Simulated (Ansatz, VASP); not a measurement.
**Two plane-wave programs on MgB2**

```xyz
3
Lattice="3.1552 0.0000 0.0000 -1.5776 2.7325 0.0000 0.0000 0.0000 3.8146" Properties=species:S:1:pos:R:3 pbc="T T T"
Mg    0.0000    0.0000    0.0000
B     0.0000    1.8217    1.9073
B     1.5776    0.9108    1.9073
```

Alike in both runs: task single point; functional PBEsol; k mesh 15 × 15 × 12; occupations gaussian, width 0.1 eV; no spin polarisation.

```csv
,VASP,Ansatz
version,VASP 6.6.1,Ansatz 0.2.0
potentials or method,"VASP PAW PBE potentials, release 64 (Mg, B)","scalar-relativistic, plane waves, PAW"
plane-wave cutoff (eV),520,420
valence electrons in the cell,8,16
```

```tsv
	VASP	Ansatz	Ansatz less VASP
gap on the k mesh at the Fermi level (eV)	none	none	-
pressure (GPa)	-15.5	-15.4	+0.10
largest component of the traceless stress (GPa)	4.71	4.56	-0.151
```

A gap of «none» marks a metal or a gap that the smearing closes. The functional is the same, so the differences come from potentials, cutoffs and numerics. The two sets of potentials don't hold the same shells in valence.

Caveats: so large a pressure means that the cell lies far from this level's equilibrium, or that cutoff or potentials fall short (VASP); the potentials were made for another functional, which shifts forces and pressure (VASP).
